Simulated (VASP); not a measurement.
# Ge (Cmmm) in VASP: a series of runs, part 3 of 3

VASP 6.6.1. The steps go on from the part before.

## (5) Phonons, r2SCAN

Input file POSCAR:

```
Ge
1.0
    1.3971490000     -2.6005160000      0.0000000000
    1.3971490000      2.6005160000      0.0000000000
    0.0000000000      0.0000000000      2.6982310000
Ge
1
Direct
    0.5000000000      0.5000000000      0.0000000000
```

Input file INCAR.step1:

```
SYSTEM = Ge
PREC = Accurate
ENCUT = 600
EDIFF = 1E-8
ISMEAR = 0
SIGMA = 0.05
LREAL = .FALSE.
LASPH = .TRUE.
NELM = 60
ALGO = Normal
ISIF = 3
LWAVE = .FALSE.
LCHARG = .FALSE.
METAGGA = R2SCAN
LMIXTAU = .TRUE.
IBRION = 2
NSW = 40
EDIFFG = -0.002
```

Input file INCAR.step2:

```
SYSTEM = Ge
PREC = Accurate
ENCUT = 600
EDIFF = 1E-8
ISMEAR = 0
SIGMA = 0.05
LREAL = .FALSE.
LASPH = .TRUE.
NELM = 60
ALGO = Normal
ISIF = 2
LWAVE = .FALSE.
LCHARG = .FALSE.
METAGGA = R2SCAN
LMIXTAU = .TRUE.
IBRION = 6
NFREE = 2
POTIM = 0.015
NSW = 1
```

Input file KPOINTS:

```
Automatic mesh
0
G
  8 8 7
  0 0 0
```

Potentials or basis: VASP PAW PBE potentials, release 64 (Ge_d).

The run is started by

```sh
cat potpaw_PBE.64/Ge_d/POTCAR > POTCAR
cp INCAR.step1 INCAR
mpirun -np 1 vasp_std > vasp.out
cp CONTCAR POSCAR
cp INCAR.step2 INCAR
mpirun -np 1 vasp_std > vasp.out
```

OUTCAR:

```text
SYSTEM = Ge
   PREC = Accurate
   ENCUT = 600
   EDIFF = 1E-8
   ISMEAR = 0
   LREAL = .FALSE.
   LASPH = .TRUE.
   NELM = 60
   ISIF = 2
   METAGGA = R2SCAN
   IBRION = 6
   NFREE = 2
   POTIM = 0.015
   NSW = 1

 ion  position               nearest neighbor table
   1  0.500  0.500  0.000-

  LATTYP: Found a base centered orthorhombic cell.
 ALAT       =     2.8382185986
 B/A-ratio  =     1.7315382529
 C/A-ratio  =     0.9369218186

  Lattice vectors:

 A1 = (   1.4191092993,  -2.4572420368,   0.0000000000)
 A2 = (   1.4191092993,   2.4572420368,   0.0000000000)
 A3 = (   0.0000000000,   0.0000000000,   2.6591889310)

Analysis of symmetry for initial positions (statically):
=====================================================================
 Subroutine PRICEL returns:
 Original cell was already a primitive cell.

 Routine SETGRP: Setting up the symmetry group for a
 base centered orthorhombic supercell.

 Subroutine GETGRP returns: Found  8 space group operations
 (whereof  8 operations were pure point group operations)
 out of a pool of  8 trial point group operations.

The static configuration has the point symmetry D_2h.

Analysis of symmetry for dynamics (positions and initial velocities):
=====================================================================
 Subroutine PRICEL returns:
 Original cell was already a primitive cell.

 Routine SETGRP: Setting up the symmetry group for a
 base centered orthorhombic supercell.

 Subroutine GETGRP returns: Found  8 space group operations
 (whereof  8 operations were pure point group operations)
 out of a pool of  8 trial point group operations.

The dynamic configuration has the point symmetry D_2h.

 Subroutine INISYM returns: Found  8 space group operations
 (whereof  8 operations are pure point group operations),
[... 365 lines left out ...]
 E-fermi :   6.3365     XC(G=0): -12.4112

 val. band max:        6.2631431959   @ k =   0.3750   0.2500   0.2857
 cond. band min:       6.3571784292   @ k =   0.3750   0.2500   0.4286
 fundamental gap:      0.0940352333
 Fermi energy:         6.3365146224

 k-point     1 :       0.0000    0.0000    0.0000
  band No.  band energies     occupation
      1     -18.8522      2.00000
      2     -18.7446      2.00000
      3     -18.7444      2.00000
      4     -18.5768      2.00000
      5     -18.5767      2.00000
      6      -7.2811      2.00000
      7      13.8463      0.00000
      8      15.6387      0.00000
      9      15.6445      0.00000
     10      17.4575      0.00000
     11      21.7563      0.00000
[... 309 lines left out ...]
 k-point    24 :       0.2500   -0.0000    0.1429
  band No.  band energies     occupation
      1     -18.7924      2.00000
      2     -18.7332      2.00000
      3     -18.6703      2.00000
      4     -18.6260      2.00000
      5     -18.5998      2.00000
      6      -5.2330      2.00000
      7       7.9398      0.00000
      8      11.4270      0.00000
      9      13.1743      0.00000
     10      17.5135      0.00000
     11      23.8815      0.00000

 [... further k-points ...]

------------------------ aborting loop because EDIFF is reached ----------------------------------------

  FORCE on cell =-STRESS in cart. coord.  units (eV):
  Direction    XX          YY          ZZ          XY          YZ          ZX
  --------------------------------------------------------------------------------------
  -------------------------------------------------------------------------------------
  Total        0.0005549      0.0039147      0.0045120      0.0000000      0.0000000      0.0000000
  in kB        0.0479418      0.3381943      0.3897932      0.0000000      0.0000000      0.0000000
  external PRESSURE =       0.2586431 kB  Pullay stress =       0.0000000 kB
[... 16 lines left out ...]
  FREE ENERGIE OF THE ION-ELECTRON SYSTEM (eV)
  ---------------------------------------------------
  free  energy   TOTEN  =       -13.4822314210 eV

  energy  without entropy=      -13.4814890104  energy(sigma->0) =      -13.48186022

 INTERNAL STRAIN TENSORS FROM DISPLACED ATOMS
 ============================================

 INTERNAL STRAIN TENSOR FOR ION    1 for displacements in x,y,z  (eV/Angst):
          X           Y           Z          XY          YZ          ZX
  --------------------------------------------------------------------------------
  x     0.00000     0.00000     0.00000     0.00000     0.00000     0.00000
  y     0.00000     0.00000     0.00000     0.00000     0.00000     0.00000
  z     0.00000     0.00000     0.00000     0.00000     0.00000     0.00000

 Eigenvectors and eigenvalues of the dynamical matrix
 ----------------------------------------------------

   1 f/i=    0.000000 THz     0.000000 2PiTHz    0.000000 cm-1     0.000000 meV
             X         Y         Z           dx          dy          dz
      1.419109  0.000000  0.000000    -1.000000   -0.000000    0.000000

   2 f/i=    0.000000 THz     0.000000 2PiTHz    0.000000 cm-1     0.000000 meV
             X         Y         Z           dx          dy          dz
      1.419109  0.000000  0.000000     0.000000    0.000000    1.000000

   3 f/i=    0.000000 THz     0.000000 2PiTHz    0.000000 cm-1     0.000000 meV
             X         Y         Z           dx          dy          dz
      1.419109  0.000000  0.000000    -0.000000    1.000000    0.000000

 ELASTIC MODULI CONTR FROM IONIC RELAXATION (kBar)
 Direction    XX          YY          ZZ          XY          YZ          ZX
 --------------------------------------------------------------------------------
 XX           0.0000      0.0000      0.0000      0.0000      0.0000      0.0000
 YY           0.0000      0.0000      0.0000      0.0000      0.0000      0.0000
 ZZ           0.0000      0.0000      0.0000      0.0000      0.0000      0.0000
 XY           0.0000      0.0000      0.0000      0.0000      0.0000      0.0000
 YZ           0.0000      0.0000      0.0000      0.0000      0.0000      0.0000
 ZX           0.0000      0.0000      0.0000      0.0000      0.0000      0.0000
 --------------------------------------------------------------------------------
```

OUTCAR.step1:

```text
SYSTEM = Ge
   PREC = Accurate
   ENCUT = 600
   EDIFF = 1E-8
   ISMEAR = 0
   LREAL = .FALSE.
   LASPH = .TRUE.
   NELM = 60
[... 732 lines left out ...]
  -------------------------------------------------------------------------------------
  Total       -0.0008856     -0.0010101     -0.0018182      0.0000000      0.0000000      0.0000000
  in kB       -0.0765087     -0.0872638     -0.1570774      0.0000000      0.0000000      0.0000000
  external PRESSURE =      -0.1069500 kB  Pullay stress =       0.0000000 kB
[... 16 lines left out ...]
  FREE ENERGIE OF THE ION-ELECTRON SYSTEM (eV)
  ---------------------------------------------------
  free  energy   TOTEN  =       -13.4826430161 eV

  energy  without entropy=      -13.4819008053  energy(sigma->0) =      -13.48227191

 reached required accuracy - stopping structural energy minimisation
```

Wall time 16 min (1 thread of Intel Xeon Platinum 8259CL at 2.50GHz (Skylake/Cascade Lake), shared host); peak memory 0.18 GiB.

Results:

```
Relaxed volume                         : 18.55 Å³/atom
Relaxed cell                           : a = 2.838 Å, b = 2.838 Å, c = 2.659 Å, α = 90.00°, β = 90.00°, γ = 119.99°
Space group after relaxing (to 0.05 Å) : P6/mmm (No. 191)
```

The path:
| step | energy change (eV) | largest force (eV/Å) | pressure (GPa) | volume (Å³) |
| --- | --- | --- | --- | --- |
| 1 | 0.0000 | 0.0000 | -3.12 | 19.61 |
| 2 | -0.0145 | 0.0000 | 0.12 | 18.54 |
| 3 | -0.0147 | 0.0000 | 0.58 | 18.43 |
| 4 | -0.0147 | 0.0000 | 0.49 | 18.45 |
| 5 | -0.0180 | 0.0000 | 0.37 | 18.49 |
| 6 | -0.0170 | 0.0000 | -0.12 | 18.61 |
| 7 | -0.0195 | 0.0000 | 0.05 | 18.55 |
| 8 | -0.0206 | 0.0000 | -0.14 | 18.57 |
| 9 | -0.0208 | 0.0000 | -0.18 | 18.58 |
| 10 | -0.0208 | 0.0000 | -0.19 | 18.59 |
| 11 | -0.0210 | 0.0000 | -0.11 | 18.57 |
| 12 | -0.0210 | 0.0000 | -0.04 | 18.55 |
| 13 | -0.0210 | 0.0000 | 0.11 | 18.52 |
| 14 | -0.0210 | 0.0000 | 0.01 | 18.54 |
| 15 | -0.0210 | 0.0000 | 0.00 | 18.54 |
| 16 | -0.0210 | 0.0000 | -0.01 | 18.54 |
| 17 | -0.0210 | 0.0000 | -0.01 | 18.55 |
| 18 | -0.0210 | 0.0000 | -0.01 | 18.55 |

Final structure:
```xyz
1
Lattice="1.4191 -2.4572 0.0000 1.4191 2.4572 0.0000 0.0000 0.0000 2.6592" Properties=species:S:1:pos:R:3 pbc="T T T"
Ge    1.4191    0.0000    0.0000
```

Caveat: the PAW data sets were made with another functional, which shifts forces and pressure a little.

## (6) Density of states, M06-L, spin-orbit coupling, no magnetisation

Input file INCAR:

```
PREC = Accurate
ENCUT = 520
EDIFF = 1E-7
ISMEAR = -5
SIGMA = 0.05
LREAL = False
LASPH = True
NELM = 80
ALGO = All
ISIF = 2
LWAVE = False
LCHARG = False
MAGMOM = 0 0 0
LORBIT = 11
LSORBIT = True
GGA_COMPAT = False
METAGGA = M06L
LMIXTAU = True
LMAXMIX = 6
NEDOS = 2001
```

Input file KPOINTS:

```
regular mesh
0
Gamma
  8 8 7
```

POSCAR is that of step 5.

Potentials or basis: VASP PAW PBE potentials, release 54 (Ge_d).

The run is started by

```sh
cat potpaw_PBE.54/Ge_d/POTCAR > POTCAR
mpirun -np 1 vasp_ncl > vasp.out
```

Run time: 18 min. Hardware: 1 thread of Intel Xeon Platinum 8259CL at 2.50GHz (Skylake/Cascade Lake), shared host; peak memory 0.3 GiB.

It converged, with:

* Free energy: -15.4449 eV
* Pressure: -53.1 GPa
* Valence electrons inside the program's atomic spheres: Ge 12.34

Stress tensor (GPa, compression positive):
```
-49.64   0.00   0.00
  0.00 -55.53   0.00
  0.00   0.00 -54.15
```

Caveat: a pressure of tens of GPa on the cell as given is suspect, and the run, the potentials or the cell itself is likely at fault; the PAW data sets were made with another functional, which shifts forces and pressure a little.

## (7) The reference run

An earlier run on the cell as given: functional PBE; potentials or basis VASP PAW PBE potentials, release 64 (Ge_d); cutoff 520 eV; k mesh 11 × 11 × 10; occupations fermi-dirac, width 0.05 eV; no spin polarisation.

* Pressure: -0.6 GPa
* Band gap on the k mesh: none (metal or under the smearing width)

## (8) Summary

| task | level | potentials or basis | spin | cell | k mesh | cutoff (eV) | smearing | other keys | pressure (GPa) |
| --- | --- | --- | --- | --- | --- | --- | --- | --- | --- |
| phonons | LDA | VASP PAW LDA potentials, release 64 (Ge_d) | off | relaxed | 8 × 8 × 7 | 600 | fermi-dirac 0.05 eV | - | - |
| phonons | r2SCAN | VASP PAW PBE potentials, release 64 (Ge_d) | off | relaxed | 8 × 8 × 7 | 600 | gaussian 0.05 eV | - | - |
| density of states | M06-L | VASP PAW PBE potentials, release 54 (Ge_d) | SOC, no magnetisation | as given | 8 × 8 × 7 | 520 | tetrahedron | ALGO = All; LMAXMIX = 6 | -53.1 |
| single point | PBE | VASP PAW PBE potentials, release 64 (Ge_d) | off | as given | 11 × 11 × 10 | 520 | fermi-dirac 0.05 eV | - | -0.6 |

Caveats: the PAW data sets were made with another functional, which shifts forces and pressure a little (some runs); a pressure of tens of GPa on the cell as given is suspect, and the run, the potentials or the cell itself is likely at fault (some runs).

Total energies depend on the potentials used, so only differences within one code and one set of settings carry meaning.
